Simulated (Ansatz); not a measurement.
## NiO: a vibration from a frozen displacement

Theory: Ansatz, DFT r2SCAN+U, scalar-relativistic, plane waves, PAW. Settings: plane waves to 500 eV, k-mesh 10×10×10 (Γ-centred), Gaussian smearing 0.05 eV. U_eff on d shells: Ni 6.2 eV. Collinear spins, started from moments 2.0, 0.2 μB in atom order; the magnetic state may not be the lowest. Energies are free energies at this smearing, counted from the undisturbed cell; pressure is positive in compression.

The starting cell (relaxed at this level):

```yaml
crystal:
  lattice:
    - [0.00000, 2.11201, 2.11201]
    - [2.11201, 0.00000, 2.11201]
    - [2.11201, 2.11201, 0.00000]
  atoms:
    - { symbol: Ni, position: [0.00000, 0.00000, 0.00000] }
    - { symbol: O, position: [0.50000, 0.50000, 0.50000] }
```

Every Ni atom is moved by x along the Cartesian unit vector (0.000, -0.707, -0.707); the cell and all other atoms stay fixed. The cell's volume is 18.84 Å³; the moved atoms weigh 58.693 u together and the others 15.999 u. Some rows repeat others by symmetry and weren't run.

| x (Å) | ΔE (meV/cell) | total force on the moved atoms along the move (eV/Å) | pressure (GPa) |
| --- | --- | --- | --- |
| -0.2000 | 120.31 | 1.2643 | 4.5285 |
| -0.1750 | 91.00 | 1.0819 | 3.4574 |
| -0.1500 | 66.14 | 0.9088 | 2.5343 |
| -0.1000 | 28.89 | 0.5861 | 1.1257 |
| -0.0500 | 7.14 | 0.2868 | 0.2863 |
| 0.0000 | 0.00 | 0.0000 | 0.0087 |
| 0.0500 | 7.14 | -0.2868 | 0.2863 |
| 0.1000 | 28.89 | -0.5861 | 1.1257 |
| 0.1500 | 66.14 | -0.9088 | 2.5343 |
| 0.1750 | 91.00 | -1.0819 | 3.4574 |
| 0.2000 | 120.31 | -1.2643 | 4.5285 |

Question: What frequency belongs to this motion?

Answer: The force constant is k = −dF/dx = 5.736 eV/Å², from the parabola through x = -0.0500, 0 and 0.0500. In every cell the moved atoms swing against the rest, so the mass is μ = m₁m₂/(m₁ + m₂) = 12.572 u, and ν̃ = 521.5 cm⁻¹ × √(|k|/μ) = 352 cm⁻¹. To first order in x, and within 1 %, the force on every atom lies along the move and, within each of the two groups, in proportion to the atom's mass, so this is itself a mode at the zone centre of this cell, taken without macroscopic field (the transverse frequency in a polar insulator).

Question: How far does the harmonic law reach?

Answer: At x = -0.200 Å, kx²/2 = 114.72 meV against the computed 120.31 meV (+4.9 %): the well is still close to harmonic there.

Question: The pressure changes with x². What does that say about the frequency under compression?

Answer: With E = k(V)x²/2, k ∝ V^(−2γ) and x scaling with the cell as V^(1/3), P − P0 = −∂E/∂V = (2γ − 2/3) ΔE/V. At x = 0.1000 Å, V(P − P0) = 18.84 × 1.11694 / 160.2 eV = 131.35 meV and ΔE = 28.89 meV, so γ = 1/3 + V(P − P0)/(2ΔE) = 2.61. This is the Grüneisen parameter of the motion under uniform scaling of the cell: shrinking the cell evenly by 1 % in volume raises the frequency by about 2.61 %.

Cost: 6 runs of about 21 core-minutes in all, on Intel Xeon Processor @ 2.50GHz (Skylake/Cascade Lake) (shared hosts).

The nickel and oxygen sublattices sit in a single, slightly stiffening well, with no sign of a polar instability along this direction. In a rocksalt oxide, the transverse restoring force is what remains of the short-range Ni–O repulsion after the dipolar Coulomb interaction has softened it. Compression strengthens the repulsion much faster than the Coulomb term, which explains the sizeable Grüneisen parameter of 2.61. The same steep repulsion probably causes the extra energy at large displacement.

The frequency of 352 cm⁻¹ is clearly below the measured transverse optical mode of NiO. The relaxed cell is also larger than the experimental one, and with so strong a volume dependence this probably accounts for much of the shortfall. The spin order may contribute too: a cell with one nickel atom forces ferromagnetic alignment, whereas real NiO is antiferromagnetic, with spins alternating between (111) planes, and superexchange through oxygen couples to this very motion. For the same reason, the calculation cannot show the splitting of the transverse mode that antiferromagnetic order induces.
